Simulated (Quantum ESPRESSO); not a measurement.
The system is Te2Pt (Moncheite).

```xyz
3
Lattice="4.0100 0.0000 0.0000 -2.0050 3.4728 0.0000 0.0000 0.0000 5.2010" Properties=species:S:1:pos:R:3 pbc="T T T"
Pt    0.0000    0.0000    0.0000
Te    2.0050    1.1576    3.9007
Te    0.0000    2.3152    1.3002
```

Base run:

| Item | Value |
| --- | --- |
| Program | Quantum ESPRESSO 7.5 |
| Functional | LDA |
| Potentials or basis | GBRV 1.5 LDA |
| Cutoff | 612 eV |
| Density cutoff | 4898 eV |
| k mesh | 8 × 8 × 5 |
| Occupations | fermi-dirac, width 0.05 eV |
| Spin | no spin polarisation |

Its results: band gap on the k mesh none (metal or under the smearing width); pressure 3.2 GPa; largest force 0.822 eV/Å.

Problem. The run is repeated on the same cell with these changes: functional from LDA to PBEsol; potentials or basis from GBRV 1.5 LDA to GBRV 1.5 PBEsol. What comes out?

Solution. Band gap on the k mesh none (metal or under the smearing width); pressure 5.2 GPa; largest force 0.952 eV/Å.

Caveats: spin-orbit coupling is left out, which moves the levels of the heavy elements.
